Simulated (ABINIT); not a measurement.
Planning a run of ABINIT 10.8.3 on CdTe (F-43m). The input:

```
acell 3*1.0 Angstrom
rprim 
  0.000000000000 3.240000000000 3.240000000000
  3.240000000000 0.000000000000 3.240000000000
  3.240000000000 3.240000000000 0.000000000000
ntypat 2
znucl 48 52
natom 2
typat 1 2
xred 
  0.000000000000 0.000000000000 0.000000000000
  0.250000000000 0.250000000000 0.250000000000
pp_dirpath "pseudos"
pseudos "Cd.upf, Te.upf"
ecut 47
ngkpt 4 4 4
nshiftk 1
shiftk 0 0 0
kptopt 1
chksymbreak 0
istwfk *1
occopt 1
irdwfk 1
optdriver 3
nband 200
ecuteps 6
inclvkb 2
awtr 1
symchi 1
irdqps 1
gwcalctyp 10
nqptdm 7
qptdm 
  0.2500000000 0.0000000000 0.0000000000
  0.5000000000 0.0000000000 0.0000000000
  0.2500000000 0.2500000000 0.0000000000
  0.5000000000 0.2500000000 0.0000000000
  -0.2500000000 0.2500000000 0.0000000000
  0.5000000000 0.5000000000 0.0000000000
  -0.2500000000 0.5000000000 0.2500000000
indata_prefix "in"
outdata_prefix "out"
tmpdata_prefix "tmp"
```

```sh
OMP_NUM_THREADS=1 mpirun -n 4 abinit run.abi > log; mrgscr < mrgscr.stdin
```

How long will it take on 4 MPI ranks of Arm Neoverse V1, shared host, and how much memory?

It took 3.7 min; on shared hardware allow 1.9 min to 7.5 min. Peak host memory was 2.7 GiB.

[Paths, hosts, dates, memory and timing lines, banners, echoed tables and standing remarks are left out of the program output.]

[Logs are printed without paths, hosts, clocks, repeated set-up lines and the standing remarks that a program may print on its own settings, such as how far it seeks lower states.]

[Runs of the session that timed out or met a known fault of the program may be left out.]

[No measured gap is set beside runs whose start may be inverted or whose files or cutoffs have a known fault.]

[Hosts, paths, dates, database ids (printed as entryN), source tags and the programs' standing remarks are cut or masked in the printed files.]

[G0W0 gaps are taken among the corrected bands and points alone; a level outside them can change the order at an edge.]

[Where Ansatz stands beside ABINIT at settings called matched, ABINIT's density can come from a denser mesh and the files from another edition; pairs whose starting gaps differed by over 0.03 eV were left out, so agreement reads better than it is.]
